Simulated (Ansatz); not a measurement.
Input and command of a plane-wave DFT calculation in Ansatz:

```yaml
crystal:
  lattice:
    - [2.4818917288, -6.8688806768, 0.0]
    - [2.4818917288, 6.8688806768, 0.0]
    - [0.0, 0.0, 4.9984868618]
  atoms:
    - { symbol: Rb, position: [0.88, 0.12, 0.25] }
    - { symbol: Rb, position: [0.12, 0.88, 0.75] }
    - { symbol: Br, position: [0.651, 0.349, 0.25] }
    - { symbol: Br, position: [0.349, 0.651, 0.75] }
basis:
  ecutwfc: 420
kpoints:
  mp_grid: { grid: [4, 4, 4] }
hamiltonian:
  xc: pbe
scf:
  occupations: { method: gaussian, width: 0.1 }
  lower_state_search: "off"
output:
  forces: true
  stress: true
  eigenvalues: true
```

```bash
ansatz run input.yaml --threads 1 --pin off --max-ram 2560MiB --backend cpu --events-out ev --progress --plain --runs-dir out
```

Processor: Arm Neoverse V2, 1 thread, on a host shared with other jobs.

Question: How long does it run, and how much memory does it take?

Answer: About 3.5 s on 1 thread of Arm Neoverse V2 (shared host), peak memory 0.39 GiB. It solves 20 bands at 21 k points (the mesh reduced by the symmetry that the task leaves, which can be less than the crystal's) with about 3339 plane waves, in 6 SCF iterations.
